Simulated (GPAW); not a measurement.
InAs:

```
In As
1.0
     0.00000    3.01800    3.01800
     3.01800    0.00000    3.01800
     3.01800    3.01800    0.00000
In As
1 1
Direct
  0.00000 0.00000 0.00000
  0.75000 0.75000 0.75000
```

```yaml
Program: GPAW 26.7.0
Task: single point
Functional: PBEsol
Potentials_or_basis: PAW data sets generated in the run's folder for this functional
Cutoff: 600 eV
Basis: pw
k_mesh: 8 × 8 × 8
Occupations: fermi-dirac, width 0.05 eV
Spin: no spin polarisation
```

On this cell: pressure 1.3 GPa; largest force zero by symmetry; band gap on the k mesh none (metal or under the smearing width).

The same run follows on a disturbed copy (atoms moved at random, drawn with an rms of 0.05 Å):

```
In As
1.0
     0.00000    3.01800    3.01800
     3.01800    0.00000    3.01800
     3.01800    3.01800    0.00000
In As
1 1
Direct
  0.00643 0.99527 0.99591
  0.75925 0.74706 0.74719
```

Task: What changes?

Result: The energy (extrapolated to zero smearing) moves by +0.9 meV/atom; pressure 1.3 GPa; largest force 0.167 eV/Å; band gap on the k mesh none (metal or under the smearing width).

Forces on the atoms (eV/Å):
```
In   0.076  0.099  0.111
As  -0.076 -0.099 -0.111
```

Stress tensor (GPa, compression positive):
```
1.32 0.35 0.32
0.35 1.32 0.24
0.32 0.24 1.32
```

Caveats: this crystal is a semiconductor, whose small gap the functional closes, so the metal is an error of the method (some runs).
